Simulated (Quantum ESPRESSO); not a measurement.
**Au under changes of volume**

One of the cells (16.855 Å³/atom); the others are scaled copies at fixed shape and fractional positions:

```
Au
1.0
     0.00000    2.03500    2.03500
     2.03500    0.00000    2.03500
     2.03500    2.03500    0.00000
Au
1
Direct
  0.00000 0.00000 0.00000
```

| Quantity | Value |
| --- | --- |
| Program | Quantum ESPRESSO 7.5 |
| Functional | LDA |
| Potentials or basis | GBRV 1.5 LDA |
| Cutoff | 612 eV |
| Density cutoff | 4898 eV |
| k mesh | 11 × 11 × 11 |
| Occupations | fermi-dirac, width 0.05 eV |
| Spin | no spin polarisation |

| volume (Å³/atom) | energy over the lowest point (meV/atom) | pressure (GPa) |
| --- | --- | --- |
| 15.843 | 20.74 | 9.6 |
| 16.181 | 5.51 | 4.6 |
| 16.518 | 0.00 | 0.3 |
| 16.855 | 3.03 | -3.5 |
| 17.192 | ? | ? |
| 17.529 | 30.77 | -9.7 |
| 17.866 | 53.55 | -12.2 |

Task: What does the run at 17.192 Å³/atom give?

Result: Energy over the lowest point 13.63 meV/atom; pressure -6.8 GPa.

Worked out: A Birch-Murnaghan fit of order 3 (a polynomial in V^(-2/3)) to the other rows has its minimum at 16.56 Å³/atom with B0 = V·E''(V) = 196 GPa and B' = 5.5. It gives 13.62 meV/atom at 17.192 Å³/atom, against the run's 13.63, and -dE/dV = -6.6 GPa, against -6.8.

Energies are extrapolated to zero smearing.
